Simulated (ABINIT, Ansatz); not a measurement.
**LiH: the functional in 2 programs**

It takes space group Fm-3m (No. 225, cubic). Conventional cell: a = 4.074 Å, b = 4.074 Å, c = 4.074 Å, α = 90.00°, β = 90.00°, γ = 90.00°. Around Li (site symmetry m-3m) lie 6 H at 2.04 Å. Around H (site symmetry m-3m) lie 6 Li at 2.04 Å.

Kept alike: task band structure; k mesh 11 × 11 × 11; occupations fermi-dirac, width 0.05 eV; no spin polarisation. The mesh is that of the run's cell of 2 atoms. No spin-orbit coupling.

- A: ABINIT; JTH PAW LDA v2.0 (LDA); JTH PAW PBE v2.0 (PBE); PseudoDojo NC SR PBEsol v0.4.1 standard (PBEsol), cutoff 680 to 1007 eV
- B: Ansatz, all-electron LAPW, scalar-relativistic

| functional | A: pressure (GPa) | B: pressure (GPa) |
| --- | --- | --- |
| LDA | -4.24 | -4.07 |
| PBE | -1.86 | -1.66 |
| PBEsol | -2.34 | -2.33 |

Pressure is positive in compression; plane-wave values hold the error of the finite cutoff.

Task: How large is the effect of the functional, and do the programs agree on it?

Result: From LDA to PBE the pressure moves by +2.38 in A, +2.41 in B (GPa). Row by row the programs differ by 0.01 to 0.20, and over this span the shifts, as printed, agree within about 1 %. Shifts from LDA: PBE +2.38, +2.41; PBEsol +1.90, +1.74; the programs' shifts differ by up to 0.16.
